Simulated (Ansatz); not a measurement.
# Be2C: a sweep of the smearing

One table from this session's results is given with a row withheld; the runs are named, their logs left out.

Method: DFT, PBE, all-electron LAPW, scalar-relativistic, in Ansatz 0.2.0.

1 further run of the same task is left out (it didn't finish).

**Starting point**

The structure is cubic, space group Fm-3m (No. 225). Conventional cell: a = 4.330 Å, b = 4.330 Å, c = 4.330 Å, α = 90.00°, β = 90.00°, γ = 90.00°. Be (site symmetry -43m) is surrounded by 4 C at 1.87 Å. Around C (site symmetry m-3m) lie 8 Be at 1.87 Å.

As a file:

```xyz
3
Lattice="0.0000 2.1650 2.1650 2.1650 0.0000 2.1650 2.1650 2.1650 0.0000" Properties=species:S:1:pos:R:3 pbc="T T T"
Be    1.0825    1.0825    1.0825
Be    3.2475    3.2475    3.2475
C     0.0000    0.0000    0.0000
```

The geometry is a database entry used as it stands. It may stem from high pressure or temperature, or be incomplete, so it serves as a test cell.

Atoms are numbered in the order of the input: Be1, Be2, C3.

Set-up of the first run:

input.yaml

```yaml
crystal:
  lattice:
    - [0.0, 2.165, 2.165]
    - [2.165, 0.0, 2.165]
    - [2.165, 2.165, 0.0]
  atoms:
    - { symbol: Be, position: [0.25, 0.25, 0.25] }
    - { symbol: Be, position: [0.75, 0.75, 0.75] }
    - { symbol: C, position: [0.0, 0.0, 0.0] }
kpoints:
  mp_grid: { grid: [14, 14, 14] }
scf:
  occupations: { method: fermi_dirac, width: 0.15 }
hamiltonian:
  xc: pbe
  pseudopotentials: { kind: all_electron, lapw: { basis_error: 0.0005 } }
output:
  forces: true
  stress: true
  eigenvalues: true
```

Launch:

```console
> ansatz run input.yaml --threads 1 --pin off --max-ram 4096MiB --backend cpu --events-out ev --progress --plain --runs-dir out
```

Among the steps run: With Fermi–Dirac smearing of 0.15 eV; With Gaussian smearing of 0.05 eV; With Fermi–Dirac smearing of 0.28 eV; With cold smearing of 0.15 eV; With tetrahedron filling.

One of the session's tables, all rows but one given; the rest of the session is left out.

```
                       smearing  energy from the first row (meV/atom)
Fermi–Dirac smearing of 0.15 eV                                  0.00
   Gaussian smearing of 0.05 eV                                 -0.04
Fermi–Dirac smearing of 0.28 eV                                     ?
       cold smearing of 0.15 eV                                 -0.04
            tetrahedron filling                                 -0.04
```

Estimate the missing values for Fermi–Dirac smearing of 0.28 eV.

**Answer.** energy from the first row (meV/atom): 0.60. In the column «energy from the first row (meV/atom)» it is the highest.

Energies are those extrapolated to zero smearing.

Caveats from the session: Warnings in the runs' records: tetrahedron derivatives may miss energy slope, band table not solved further.
